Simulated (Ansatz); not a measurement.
WS2 under changes of volume

One of the cells (49.592 Å³/atom); the others are scaled copies at fixed shape and fractional positions:

```
CELL_PARAMETERS angstrom
3.18352 0.00000 0.00000
-1.59176 2.75701 0.00000
0.00000 0.00000 16.95058
ATOMIC_POSITIONS crystal
W 0.00000 0.00000 0.00000
S 0.33333 0.66667 0.09200
S 0.33333 0.66667 0.90800
```

- Program: Ansatz 0.2.0
- Functional: PBEsol
- Potentials or basis: all-electron LAPW, scalar-relativistic
- Cutoff: 259 eV (chosen from the basis error)
- Basis error allowed: 0.002 eV/atom
- k mesh: 10 × 10 × 2
- Occupations: fermi-dirac, width 0.05 eV
- Spin: no spin polarisation

```csv
volume (Å³/atom),energy over the lowest point (meV/atom),gap on the mesh (eV),largest force (eV/Å)
46.616,?,?,?
47.608,4.74,2.11,0.645
48.600,0.00,2.04,0.245
49.592,3.00,1.99,0.124
50.583,12.94,1.93,0.465
51.575,29.10,1.88,0.780
52.567,50.85,1.82,1.072
```

What does the run at 46.616 Å³/atom give?

Energy over the lowest point 18.10 meV/atom; gap on the mesh 2.17 eV; largest force 1.077 eV/Å.

Worked out: A Birch-Murnaghan fit of order 3 (a polynomial in V^(-2/3)) to the other rows has its minimum at 48.69 Å³/atom with B0 = V·E''(V) = 61 GPa and B' = 4.4 at fixed shape and positions, which overstates the stiffness. It gives 18.13 meV/atom at 46.616 Å³/atom, against the run's 18.10. A straight line through the other rows of the gap, of slope -2.87 eV per unit of ln V, extrapolates to 2.17 eV, against the run's 2.17.

Energies are extrapolated to zero smearing.

Caveats: spin-orbit coupling is left out, which moves the levels of the heavy elements.

A mesh can miss the band edges.

The runs don't all hold the same shells in valence.
